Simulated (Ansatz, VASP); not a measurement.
# Cross-check of TiO2 (1T-TiO2, 1 layer) between VASP and Ansatz

Wanted: the spread between two codes on one cell, functional and k mesh. Of the first pair: The structure shown is the start of the Ansatz relaxation below; VASP solves that cell, so the two are compared at the walk's first step.

Program: Ansatz 0.2.0. Level of theory: plane waves, with VASP 6.6.1 beside it; single point at PBE. Results are calculated unless marked as measured.

**1. The structure**

The cell holds 3 atoms: 2 O and 1 Ti. Cell: a = 2.990 Å, b = 2.990 Å, c = 24.461 Å, α = 90.0°, β = 90.0°, γ = 120.0°. Vacuum lies along c.

**2. Ansatz: relaxation, PBE**

Ansatz runs on its default PAW (the set named soft_2) files.

The two programs are compared at the cell with which this relaxation starts, whose forces are those of its first step.

The input, input.yaml:

```yaml
crystal:
  lattice:
    - [2.99, 0.0, 0.0]
    - [-1.495, 2.5894159573, 0.0]
    - [0.0, 0.0, 24.4611921231]
  atoms:
    - { symbol: O, position: [0.6666666667, 0.3333333333, 0.4496919015] }
    - { symbol: Ti, position: [0.0, 0.0, 0.5] }
    - { symbol: O, position: [0.3333333333, 0.6666666667, 0.5503080985] }
kpoints:
  mp_grid: { grid: [12, 12, 1] }
hamiltonian:
  xc: pbe
scf:
  occupations: { method: fermi_dirac, width: 0.05 }
  convergence: { dr2_threshold: 1.0e-08 }
efield:
  axis: 3
  dipole_correction: true
  ramp_position: 0.97
  ramp_width: 0.04
relax:
  f_tol: 0.01
  cell: { fix: [c, alpha, beta] }
output:
  write_potential: true
  write_density: true
  volumetric_format: npy
```

Command:

```bash
$ ansatz run input.yaml --threads 4 --pin off --max-ram 8192MiB --backend cpu --events-out ev --progress --plain --runs-dir out
```

Numbers of over 12 decimals in the logs are rounded to 6 here.

The program printed:

```text
Warning: relax.cell: scf.convergence.dr2_threshold = 1e-8 eV is looser than the 3e-10 eV advised for a relaxation that steers and ends on the stress (1e-10 eV for each atom of the cell: 3). What an SCF threshold leaves in a stress goes as its square root, and in the free energy as the threshold itself, and one threshold admits the most on a small cell: [figures from the program's tests cut] Set scf.convergence.dr2_threshold to 3e-10 eV or tighter. The threshold is an SCF's pass mark: one that does not reach it within its budget of iterations ends unconverged, or closes short of it on a stop that the run arms, and scf.convergence.dr2_threshold's page says what that costs each kind of run
Engine: ansatz 0.2.0, aarch64-unknown-linux-gnu
Pseudopotentials: kind: paw
Pseudopotential: O, paw, valence charge 6, recommended cutoff 420 eV (normal), O.paw.azcp
Pseudopotential: Ti, paw, valence charge 12, recommended cutoff 420 eV (normal), Ti.paw.azcp
Functional definition: PBE
  parameter kappa = 0.804
  parameter beta = 0.066725
  exchange = pbe_x(kappa = kappa, mu = beta*pi^2/3)
  correlation = pbe_c(beta = beta)
Crystal: 3 atoms, lattice volume = 189.387 Å³
Basis set: ecut = 420 eV, 3597 PW (Γ), exchange–correlation on 40×40×360 points (8 copies of the dense FFT grid, shifted against one another)
Bands: 16, of which v1, the nominal top of the filled ones, is band 12 counted from 1 (11 counted from 0)
Symmetry: 6 space group operations
k-points: 19 of 144 (time reversal used)
Non-local potential: O, projectors of the file, l = 0: 2, l = 1: 2, l = 2: 1
Non-local potential: Ti, projectors of the file, l = 0: 3, l = 1: 2, l = 2: 3, l = 3: 1
PAW form: soft (Blöchl's): semilocal exchange-correlation on the pseudo side does not see the compensation charge
PAW one-centre angular grid: O, 110 points (default); XC on 64 Gauss nodes
PAW one-centre angular grid: Ti, 590 points (default); XC on 64 Gauss nodes
Initial density: superposition of atomic densities (neutral atoms: chi_scale 0, normalization atom), corrected by the library's trained network
Initial wavefunctions: pseudopotential atomic-orbital guess
Functional: x = pbe(κ = 0.804, μ = 0.219515), c = pbe(β = 0.066725)
SCF iter   1: F=—  HF=-3637.117503 eV  |F-HF|=—  |Δ(HF+E_count)|=         —  Δρ=2.95e-3  dr2=2.14e-2  ethr=1.77e-3  p=0.000 e·Å  D=1.18e-6 V/Å  ΔV_dip=-0.00 eV  dr2_dipole=6.22e-9  V_vac-E_F(+/−)=8.14/8.14 eV  ⟨swp⟩=7.9  Hψ=1847  notcnv=0
efield: sawtooth ramp at fractional position 0.9700 (set: `efield.ramp_position`, or a place that a band, a saddle search or an elastic batch's reference lends), width 0.0400; the density the first Hamiltonian is built on has a dipole p = 0.000 e·Å; the dipole correction subtracts the counter field D = 1.18e-6 V/Å, which shifts the + side's vacuum level by -0.00 eV against the − side's; the planar-averaged density in the ramp window peaks in size at 2.4e-6 e/Å³
preconditioner: auto → none  [insulator: Δε(μ)=1.640 eV  Ē_g=8.685 eV  σ=0.050 eV  W_gap=1.00  n_scr=14 (ndim 8)  ℏωp=10.8 eV  f_vac=0.781  D(μ)=0.00/eV (n_scr^D=0)  ε∞_Penn≈2.5]
SCF iter   2: F=—  HF=-3637.134194 eV  |F-HF|=—  |Δ(HF+E_count)|=   1.67e-2  Δρ=7.58e-3  dr2=1.50e-1  ethr=8.91e-5  p=-0.000 e·Å  D=-5.33e-5 V/Å  ΔV_dip=0.00 eV  dr2_dipole=1.91e-7  V_vac-E_F(+/−)=7.97/7.97 eV  ⟨swp⟩=3.8  Hψ=900  notcnv=0
SCF iter   3: F=—  HF=-3637.114860 eV  |F-HF|=—  |Δ(HF+E_count)|=   1.93e-2  Δρ=6.69e-4  dr2=3.04e-4  ethr=8.91e-5  p=0.000 e·Å  D=3.07e-5 V/Å  ΔV_dip=-0.00 eV  dr2_dipole=4.87e-8  V_vac-E_F(+/−)=8.05/8.05 eV  ⟨swp⟩=2.4  Hψ=550  notcnv=0
SCF iter   4: F=—  HF=-3637.115294 eV  |F-HF|=—  |Δ(HF+E_count)|=   4.34e-4  Δρ=1.70e-4  dr2=4.56e-5  ethr=1.27e-6  p=-0.000 e·Å  D=-2.09e-4 V/Å  ΔV_dip=0.01 eV  dr2_dipole=2.61e-6  V_vac-E_F(+/−)=8.04/8.04 eV  ⟨swp⟩=2.5  Hψ=516  notcnv=0
SCF iter   5: F=—  HF=-3637.115415 eV  |F-HF|=—  |Δ(HF+E_count)|=   1.21e-4  Δρ=4.68e-4  dr2=1.07e-3  ethr=1.90e-7  p=0.001 e·Å  D=1.37e-3 V/Å  ΔV_dip=-0.03 eV  dr2_dipole=1.20e-4  V_vac-E_F(+/−)=8.02/8.05 eV  ⟨swp⟩=2.7  Hψ=515  notcnv=0
SCF iter   6: F=—  HF=-3637.115312 eV  |F-HF|=—  |Δ(HF+E_count)|=   1.03e-4  Δρ=3.29e-5  dr2=2.90e-6  ethr=1.90e-7  p=-0.000 e·Å  D=-5.79e-5 V/Å  ΔV_dip=0.00 eV  dr2_dipole=2.60e-7  V_vac-E_F(+/−)=8.04/8.04 eV  ⟨swp⟩=2.0  Hψ=452  notcnv=0
SCF iter   7: F=—  HF=-3637.115315 eV  |F-HF|=—  |Δ(HF+E_count)|=   3.37e-6  Δρ=3.45e-6  dr2=1.37e-8  ethr=1.21e-8  p=0.000 e·Å  D=7.34e-7 V/Å  ΔV_dip=-0.00 eV  dr2_dipole=4.16e-10  V_vac-E_F(+/−)=8.04/8.04 eV  ⟨swp⟩=2.3  Hψ=437  notcnv=0
[...]
SCF iter   4: F=—  HF=-3638.318535 eV  |F-HF|=—  |Δ(HF+E_count)|=   1.58e-7  Δρ=1.45e-5  dr2=1.56e-7  ethr=4.76e-8  p=0.000 e·Å  D=3.99e-7 V/Å  ΔV_dip=-0.00 eV  dr2_dipole=5.43e-12  V_vac-E_F(+/−)=6.89/6.89 eV  ⟨swp⟩=2.5  Hψ=458  notcnv=0
SCF iter   5: F=—  HF=-3638.318533 eV  |F-HF|=—  |Δ(HF+E_count)|=   1.48e-6  Δρ=4.98e-6  dr2=2.48e-8  ethr=6.50e-10  p=-0.000 e·Å  D=-2.23e-6 V/Å  ΔV_dip=0.00 eV  dr2_dipole=1.41e-10  V_vac-E_F(+/−)=6.89/6.89 eV  ⟨swp⟩=2.4  Hψ=503  notcnv=0
SCF iter   6: F=—  HF=-3638.318533 eV  |F-HF|=—  |Δ(HF+E_count)|=   1.64e-8  Δρ=3.59e-6  dr2=5.03e-8  ethr=4.17e-11  p=0.000 e·Å  D=1.20e-5 V/Å  ΔV_dip=-0.00 eV  dr2_dipole=4.23e-9  V_vac-E_F(+/−)=6.89/6.89 eV  ⟨swp⟩=10.5  Hψ=2102  notcnv=0
SCF iter   7: F=-3638.318533 eV  HF=-3638.318533 eV  |F-HF|=1.95e-9  |Δ(HF+E_count)|=   6.83e-9  Δρ=8.32e-7  dr2=2.08e-9  ethr=4.17e-11  p=-0.000 e·Å  D=-2.08e-6 V/Å  ΔV_dip=0.00 eV  dr2_dipole=1.26e-10  V_vac-E_F(+/−)=6.89/6.89 eV  ⟨swp⟩=7.9  Hψ=2045  notcnv=0
SCF 5 converged in 7 iterations: F = -3638.318533 eV  dr2 = 2.08e-9
relax step   5: F+E_penalty+E_count = -3638.31853330 eV  Δ(F+E_penalty+E_count) = -3.011e-4 eV  max|allowed force component| = 2.644e-3 eV/Å  Δτ_max = 0.0024 Å  P = +0.004 GPa  Ω = 189.325 Å³  energy of the carried Pulay correction = +5.034e-5 eV  fix = [c, alpha, beta]  reactions: c +0.002 GPa  (7 SCF iters, accepted)
Initial wavefunctions: pseudopotential atomic-orbital guess (no wavefunctions were taken with the density)
iter 1 solved again at ethr=5.03e-7 eV; its pass at ethr=3.10e-3 eV (dr2=1.21e-4 eV) is discarded
SCF iter   1: F=—  HF=-3638.318529 eV  |F-HF|=—  |Δ(HF+E_count)|=         —  Δρ=1.86e-6  dr2=3.51e-9  ethr=5.03e-7  p=-0.000 e·Å  D=-2.08e-6 V/Å  ΔV_dip=0.00 eV  dr2_dipole=1.15e-10  V_vac-E_F(+/−)=6.89/6.89 eV  ⟨swp⟩=3.9  Hψ=2773  notcnv=0
efield: sawtooth ramp at fractional position 0.9700 (set: `efield.ramp_position`, or a place that a band, a saddle search or an elastic batch's reference lends), width 0.0400; the density the first Hamiltonian is built on has a dipole p = -0.000 e·Å; the dipole correction subtracts the counter field D = -2.08e-6 V/Å, which shifts the + side's vacuum level by +0.00 eV against the − side's; the planar-averaged density in the ramp window peaks in size at 1.6e-6 e/Å³
eigensolver tolerance schedule: the retry pair's looser diagonalisation over-reported the residual by 34377.85 of it (diagonalisation noise at an unbounded share of the residual, at the tolerance the schedule requests for it); recorded, not acted on — ethr = c·dr2/N_el stays at c = 1.0e-1
SCF iter   2: F=—  HF=-3638.318494 eV  |F-HF|=—  |Δ(HF+E_count)|=   3.46e-5  Δρ=1.99e-6  dr2=1.19e-8  ethr=1.46e-11  p=0.000 e·Å  D=5.33e-6 V/Å  ΔV_dip=-0.00 eV  dr2_dipole=8.58e-10  V_vac-E_F(+/−)=6.89/6.89 eV  ⟨swp⟩=15.5  Hψ=2808  notcnv=0
SCF iter   3: F=-3638.318494 eV  HF=-3638.318494 eV  |F-HF|=2.32e-9  |Δ(HF+E_count)|=   1.53e-9  Δρ=1.05e-6  dr2=2.54e-9  ethr=1.46e-11  p=-0.000 e·Å  D=-2.39e-6 V/Å  ΔV_dip=0.00 eV  dr2_dipole=1.59e-10  V_vac-E_F(+/−)=6.89/6.89 eV  ⟨swp⟩=7.3  Hψ=1977  notcnv=0
SCF 6 converged in 3 iterations: F = -3638.318494 eV  dr2 = 2.54e-9
relax step   6: F+E_penalty+E_count = -3638.31849413 eV  Δ(F+E_penalty+E_count) = +3.917e-5 eV  max|allowed force component| = 2.624e-3 eV/Å  Δτ_max = 0.0000 Å  P = +0.001 GPa  Ω = 189.325 Å³  fix = [c, alpha, beta]  reactions: c +0.004 GPa  stress off target by 4.74e-5 GPa on what of the cell is left free  SCF on the basis re-selected at this cell (its energy is not comparable with the rows above)  (3 SCF iters)
basis re-selected at this cell: Δ(F+E_penalty+E_count) = +3.917e-5 eV, ΔP = -0.003 GPa vs the last step (what re-selecting the basis moved, of the pressure what is left beyond the Pulay correction that the steps carried, after the strain that the cell walked since its last selection, with what the two solves' SCF thresholds leave and, on support functions, any second-order correction that the steps lacked; it is no m [...]
WARN: The output density's exchange-correlation potential varies sharply where the density is thin. Do not read a vacuum level from v_tot or v_xc, or from such a field of the output density. On a cell that repeats whose density bears no net charge and no dipole along the vacuum's axis use v_es (v_loc + v_h of the components); under efield.dipole_correction with no amplitude use v_es + v_field, which holds any externa [...]
SCF converged after 3 iterations
Free energy (F): -3638.318494 eV
Harris-Foulkes:  -3638.318494 eV  (|F-HF|=2.32e-9)
Internal energy: -3638.318494 eV  (E = F + TS)
E sigma→0 (E₀):  -3638.318494 eV
Fermi energy:    -4.131037 eV
Dipole field:    D = 0.000015 V/Å  (p = 0.000016 e·Å, saw-weighted, corrected)
Work function:   Φ+ = 6.8939 eV   Φ− = 6.8942 eV
Levels:          The Fermi level and band energies are counted from a zero that moves with the ramp; work functions are not
--- Per-component energies (eV) ---
  E_band       = -531.659485
  E_kinetic    = 622.116157
  E_local      = -22903.005538  (includes V_loc(G=0)·N_el)
  E_nonlocal   = 98.330475
  E_hartree    = 11100.049107
  E_xc         = -246.083293
  E_vxc        = -311.592201  (∫ρ·V_xc dr)
  E_paw        = -1360.704659  (= ΣΔE_a)
  E_vpaw       = -237.609607  (= ΣTr[D̂ρ^β])
  E_aug_tail   = 0.005131  (compensation charges beyond the density's cutoff)
  E_efield     = 0.000000  (sawtooth field / dipole correction)
  E_vefield    = -0.000088  (∫n·V_field dr)
  E_ewald      = 9050.974126
  E_smearing   = -0.000000  (= −TS)
  E_closure    = -0.000000  (closes the sum)
  Σ components = -3638.318494   (vs F -3638.318494, Δ=0.00e0)
--- Forces (eV/Å), atoms counted from 1 ---
  atom   1  O      0.00000000     0.00000000    -0.00263074
  atom   2  Ti     0.00000000    -0.00000000     0.00002454
  atom   3  O      0.00000000    -0.00000000     0.00258479
  max |Σ_I F_I| component: 2.14e-5 eV/Å
--- Stress (GPa, compression-positive) ---
       -0.000047       0.000000       0.000000
        0.000000      -0.000047       0.000000
       -0.000000       0.000000       0.004185
  P = ⅓ Tr σ = 0.0014 GPa (0.014 kbar)
--- Band table (eV; the first three rows and the last of 19) ---
  k-point 0: bands = [... 8 lower, -9.1454, -6.1714, -5.7075, -5.7075, -2.8168, -2.8168, -1.1101, 1.3669]
  k-point 1: bands = [... 8 lower, -9.0639, -6.1153, -5.9702, -5.8620, -2.7170, -2.6503, -1.1371, 1.1173]
  k-point 2: bands = [... 8 lower, -8.7987, -6.8588, -6.1996, -5.7162, -2.5473, -2.2918, -1.2295, 0.6689]
  k-point 18: bands = [... 8 lower, -8.2968, -6.9572, -6.9572, -6.5959, -2.6081, -1.5421, -1.5421, 0.7594]
--- Relaxed structure (5 steps of the walk, 5 accepted, 1 SCFs on fresh bases) ---
  F+E_penalty+E_count = -3638.31849413 eV   max|allowed force component| = 2.624e-3 eV/Å   (the final SCF, on the basis selected at the relaxed cell)
  cell:  # Å, volume = 189.3251 Å³
    - [2.989510, 0, 0]
    - [-1.494755, 2.588992, 0]
    - [0, 0, 24.4611921231]
  atoms:
    - { symbol: O, position: [0.666667, 0.333333, 0.460564] }
    - { symbol: Ti, position: [0, 0, 0.500000] }
    - { symbol: O, position: [0.333333, 0.666667, 0.539436] }
```

**3. VASP: single point, PBE, start cell, pair 1**

The same cell, functional, mesh and smearing now go to VASP, with its own data sets.

Lines of VASP's logs that name or quote its potential files are left out, and so is its time.

The input, INCAR:

```
SYSTEM = TiO2
PREC = Accurate
ENCUT = 520
EDIFF = 1E-06
NELM = 120
ISMEAR = -1
SIGMA = 0.05
LREAL = .FALSE.
ALGO = Normal
GGA = PE
NBANDS = 18
LASPH = .TRUE.
LORBIT = 11
LWAVE = .FALSE.
LCHARG = .FALSE.
ISIF = 2
LDIPOL = .TRUE.
IDIPOL = 3
DIPOL = 0.5 0.5 0.5
LVHAR = .TRUE.
GGA_COMPAT = .FALSE.
EFERMI = MIDGAP
NELMDL = -8
```

The input, POSCAR:

```
TiO2
1.0
    2.9900000000      0.0000000000      0.0000000000
   -1.4950000000      2.5894160000      0.0000000000
    0.0000000000      0.0000000000     24.4611920000
O Ti
2 1
Direct
    0.6666666667      0.3333333333      0.4496919038
    0.3333333333      0.6666666667      0.5503080962
    0.0000000000      0.0000000000      0.5000000000
```

The input, KPOINTS:

```
Automatic mesh
0
Gamma
12 12 1
0 0 0
```

Potentials, in the order of the species: O and Ti_sv (PBE family, release 64).

Command:

```bash
$ mpirun -np 1 vasp_std
```

The program printed:

```text
[banner, memory and clock lines left out]
running    1 mpi-ranks, on    1 nodes
 distrk:  each k-point on    1 cores,    1 groups
 distr:  one band on    1 cores,    1 groups

 POSCAR found type information on POSCAR O Ti
 POSCAR found :  2 types and       3 ions
 LDA part: xc-table for (Slater+PW92), standard interpolation
 POSCAR, INCAR and KPOINTS ok, starting setup
 FFT: planning ... GRIDC
 FFT: planning ... GRID_SOFT
 FFT: planning ... GRID
 WAVECAR not read
 entering main loop
       N       E                     dE             d eps       ncg     rms          rms(c)
DAV:   1     0.216646234420E+03    0.21665E+03   -0.11968E+04   836   0.109E+03
DAV:   2     0.113508994613E+01   -0.21551E+03   -0.20873E+03   934   0.296E+02
DAV:   3    -0.324684250799E+02   -0.33604E+02   -0.33469E+02  1050   0.117E+02
DAV:   4    -0.337635248707E+02   -0.12951E+01   -0.12920E+01   970   0.221E+01
DAV:   5    -0.338443411433E+02   -0.80816E-01   -0.80787E-01  1058   0.401E+00
DAV:   6    -0.338455167689E+02   -0.11756E-02   -0.11756E-02   940   0.523E-01
DAV:   7    -0.338455429148E+02   -0.26146E-04   -0.26146E-04  1062   0.736E-02
DAV:   8    -0.338455431210E+02   -0.20624E-06   -0.20626E-06   916   0.760E-03    0.187E+01
DAV:   9    -0.283081961235E+02    0.55373E+01   -0.68817E+01   904   0.744E+01    0.185E+01
DAV:  10    -0.263305171825E+02    0.19777E+01   -0.47593E+01   926   0.531E+01    0.761E+00
DAV:  11    -0.259771469390E+02    0.35337E+00   -0.11488E+00   740   0.867E+00    0.619E+00
DAV:  12    -0.257201827545E+02    0.25696E+00   -0.66784E+00   822   0.236E+01    0.606E+00
DAV:  13    -0.253590942572E+02    0.36109E+00   -0.33204E+00   908   0.149E+01    0.151E+00
DAV:  14    -0.253409247215E+02    0.18170E-01   -0.44895E-01   792   0.638E+00    0.122E+00
[...]
DAV:  20    -0.253242482348E+02   -0.98186E-04   -0.51666E-05   746   0.418E-02    0.270E-02
DAV:  21    -0.253243294734E+02   -0.81239E-04   -0.96983E-06   836   0.309E-02    0.306E-02
DAV:  22    -0.253243316937E+02   -0.22203E-05   -0.22698E-05  1020   0.383E-02    0.101E-02
DAV:  23    -0.253243477441E+02   -0.16050E-04   -0.19426E-06   576   0.118E-02    0.557E-03
DAV:  24    -0.253243685616E+02   -0.20817E-04   -0.69114E-06   746   0.241E-02    0.523E-03
DAV:  25    -0.253243740655E+02   -0.55039E-05   -0.73198E-07   520   0.834E-03    0.260E-03
DAV:  26    -0.253243796061E+02   -0.55407E-05   -0.62662E-07   602   0.572E-03    0.509E-04
DAV:  27    -0.253243802098E+02   -0.60362E-06   -0.70480E-08   450   0.193E-03
   1 F= -.25324380E+02 E0= -.25324380E+02  d E =-.461062E-08
```

From OUTCAR (step 3):

```text
ion  position               nearest neighbor table
   1  0.667  0.333  0.450-   3 2.12   3 2.12   3 2.12
   2  0.333  0.667  0.550-   3 2.12   3 2.12   3 2.12
   3  0.000  0.000  0.500-   1 2.12   2 2.12   1 2.12   2 2.12   1 2.12   2 2.12

  LATTYP: Found a hexagonal cell.
 ALAT       =     2.9900000000
 C/A-ratio  =     8.1810006689

 Subroutine GETGRP returns: Found 12 space group operations
 (whereof 12 operations were pure point group operations)

The static configuration has the point symmetry D_3d.

 Found     19 irreducible k-points:

   k-points           NKPTS =     19   k-points in BZ     NKDIM =     19   number of bands    NBANDS=     18

   dimension x,y,z NGX =    24 NGY =   24 NGZ =  192
   dimension x,y,z NGXF=    48 NGYF=   48 NGZF=  384

   ENCUT  =  520.0 eV  38.22 Ry    6.18 a.u.   5.56  5.56 45.48*2*pi/ulx,y,z

   NELECT =      24.0000    total number of electrons

 k-points in reciprocal lattice and weights: Automatic mesh
   0.00000000  0.00000000  0.00000000       0.007
   0.08333333  0.00000000  0.00000000       0.042
   0.16666667 -0.00000000  0.00000000       0.042
   0.25000000  0.00000000  0.00000000       0.042
   0.33333333  0.00000000  0.00000000       0.042
   0.41666667 -0.00000000  0.00000000       0.042
   0.50000000  0.00000000  0.00000000       0.021
   0.08333333  0.08333333  0.00000000       0.042
   0.16666667  0.08333333  0.00000000       0.083
[...]
0.33333333  0.25000000  0.00000000       0.083
   0.33333333  0.33333333  0.00000000       0.014

 dipolmoment           0.000000      0.000000      0.000000 electrons x Angstroem

 average (electrostatic) potential at core
       1 -80.3626       2 -80.3626       3 -87.7073

 E-fermi :  -5.8409

 k-point     1 :       0.0000    0.0000    0.0000
  band No.  band energies     occupation
    ...
      8      -8.8797      2.00000
      9      -8.8797      2.00000
     10      -7.3315      2.00000
     11      -6.6640      2.00000
     12      -6.6640      2.00000
     13      -4.4608      0.00000
     14      -4.4608      0.00000
     15      -3.7591      0.00000
     16      -1.7943      0.00000
     17      -1.7943      0.00000
    ...

 k-point     2 :       0.0833    0.0000    0.0000
  band No.  band energies     occupation
    ...
      8      -9.0419      2.00000
      9      -8.8367      2.00000
     10      -7.1867      2.00000
     11      -7.0058      2.00000
     12      -6.7929      2.00000
     13      -4.4390      0.00000
     14      -4.3304      0.00000
     15      -3.7348      0.00000
     16      -1.9131      0.00000
     17      -1.7892      0.00000
    ...

 k-point     3 :       0.1667   -0.0000    0.0000
  band No.  band energies     occupation
    ...
      8      -9.3203      2.00000
      9      -8.7338      2.00000
     10      -7.7896      2.00000
     11      -7.0634      2.00000
     12      -6.9832      2.00000
     13      -4.4790      0.00000
     14      -4.0460      0.00000
     15      -3.6376      0.00000
     16      -2.1071      0.00000
     17      -1.7634      0.00000
    ...

  Total       -3.4320839     -3.4320840    -10.1721753      0.0000000      0.0000000      0.0000000
  in kB      -29.0347332    -29.0347342    -86.0545398      0.0000000      0.0000000      0.0000000
  external PRESSURE =     -48.0413357 kB  Pullay stress =       0.0000000 kB

  energy-cutoff  :      520.00
  volume of cell :      189.39
      direct lattice vectors                 reciprocal lattice vectors
     2.990000000  0.000000000  0.000000000     0.334448161  0.193093732  0.000000000
    -1.495000000  2.589416000  0.000000000     0.000000000  0.386187465  0.000000000
     0.000000000  0.000000000 24.461192000     0.000000000  0.000000000  0.040881082

 POSITION                                       TOTAL-FORCE (eV/Angst)
 -----------------------------------------------------------------------------------
      1.49500      0.86314     11.00000         0.000000      0.000000      4.114058
     -0.00000      1.72628     13.46119        -0.000000     -0.000000     -4.114058
      0.00000      0.00000     12.23060        -0.000000     -0.000000      0.000000
 -----------------------------------------------------------------------------------
    total drift:                                0.000000      0.000000      0.000000

  FREE ENERGIE OF THE ION-ELECTRON SYSTEM (eV)
  ---------------------------------------------------
  free  energy   TOTEN  =       -25.3243802098 eV

  energy  without entropy=      -25.3243802052  energy(sigma->0) =      -25.32438021

 vacuum level on the upper side and lower side of the slab         2.214         2.214

 total charge
# of ion       s       p       d       tot
------------------------------------------
    1        1.583   3.317   0.000   4.900
    2        1.583   3.317   0.000   4.900
    3        2.181   6.200   1.636  10.017
--------------------------------------------------
tot          5.348  12.833   1.636  19.817

[... 3 further parts left out ...]
```

[end of part 1 of 2]

[Lines on the potential files, build, host, timing and source positions are cut from VASP's logs without a mark.]

[Logs are printed without paths, hosts, clocks, repeated set-up lines and the standing remarks that a program may print on its own settings, such as how far it seeks lower states.]

[Hosts, paths, dates, database ids (printed as entryN), source tags and the programs' standing remarks are cut or masked in the printed files.]
